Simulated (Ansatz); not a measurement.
The elements of this relaxed trial crystal are hidden behind letters.

```
lattice vectors (Å)
   3.1157    0.0000    0.0000
  -1.5578    2.6983    0.0000
   0.0000    0.0000    7.7500
fractional positions
X 0.0000 0.5000 0.1667
X 0.5000 0.5000 0.8333
X 0.5000 0.0000 0.5000
Z 0.5000 0.5000 0.3333
Z 0.5000 0.0000 0.0000
Z 0.0000 0.5000 0.6667
```

Method: DFT PBE, scalar-relativistic, plane waves, PAW (Ansatz). Plane waves to 420 eV, a 12×12×4 mesh through Γ for the 6-atom cell and 0.02 eV Gaussian smearing; no spin polarisation.

```
Space group                                : P6_222 (No. 180)
Conventional cell                          : a = 3.116 Å, c = 7.750 Å
Volume per atom                            : 10.86 Å³
Density                                    : 3.08 g/cm³
Formation energy                           : −2.470 eV/atom
Gap on the 12×12×4 mesh of the 6-atom cell : 3.02 eV
```

Energies are uncorrected and count from the elements' standard states at the same level.

Q: X is an s-block element of period 3 and Z is a p-block element of period 2. Which elements are they?

A: X = Mg, Z = O, so the formula is MgO. Density times volume gives a mean mass of 3.08 × 10.86/1.6605 = 20.1 u per atom, and this set has 20.2 u. Among the elements that the hints allow, noble gases aside, only these give it. Around Mg lie 4 O at 2.02 Å; O is surrounded by 4 Mg at 2.02 Å.

Kohn–Sham gaps at this level usually fall short of measured ones. A structure relaxed within its symmetry needn't be a true minimum.
